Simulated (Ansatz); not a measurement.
## KBr, one cell by several methods

```
CELL_PARAMETERS angstrom
5.67191 0.00000 0.00000
-2.83595 4.91202 0.00000
0.00000 0.00000 6.64448
ATOMIC_POSITIONS crystal
K 0.33333 0.66667 0.93800
K 0.66667 0.33333 0.43800
Br 0.33333 0.66667 0.43800
Br 0.66667 0.33333 0.93800
```

Atoms are numbered in the order listed.

The structure comes from a relaxation in the same program, started in the wurtzite type, and has space group P6_3/mmc. Whether it is a known phase or the ground state wasn't checked. The relaxation left the symmetry of that type.

All numbers are computed: DFT, PBE, PAW with Ansatz's default frozen-core files, scalar-relativistic (Ansatz 0.2.0); DFT, PBE, all-electron PAW with datasets made for the crystal, scalar-relativistic (Ansatz 0.2.0); DFT, PBE, all-electron LAPW, scalar-relativistic (Ansatz 0.2.0).

For PAW: a Γ-centred 10×10×6 k mesh, Fermi–Dirac smearing of 0.05 eV, cutoff 420 eV, no spin polarisation. The crystal-made all-electron datasets (AE datasets) take a cutoff of 200 eV at this cell. LAPW targets a basis error of 1 meV/atom. The Ansatz runs share mesh, smearing and spin set-up. Plane-wave (PAW) pressures include the program's estimate of the Pulay term.

Stress and pressure are positive in compression.

Levels count from the top of the valence band.

```
                             quantity     PAW  AE datasets    LAPW
                       pressure (GPa)    0.01         0.01    0.01
                        band gap (eV)   4.139        4.140   4.139
       highest filled level at L (eV)  -0.253       -0.253  -0.253
         lowest empty level at L (eV)   6.231        6.232   6.231
       highest filled level at A (eV)  -0.372       -0.371  -0.371
         lowest empty level at A (eV)   5.390        5.391   5.391
       highest filled level at Γ (eV)   0.000        0.000   0.000
         lowest empty level at Γ (eV)   4.139        4.140   4.139
 field gradient Vzz at K1 (10²¹ V/m²)   -0.42        -0.41       –
field gradient Vzz at Br3 (10²¹ V/m²)    0.40         0.40       –
```

PAW's pressure differs from the LAPW value by about 0.01 GPa or less.
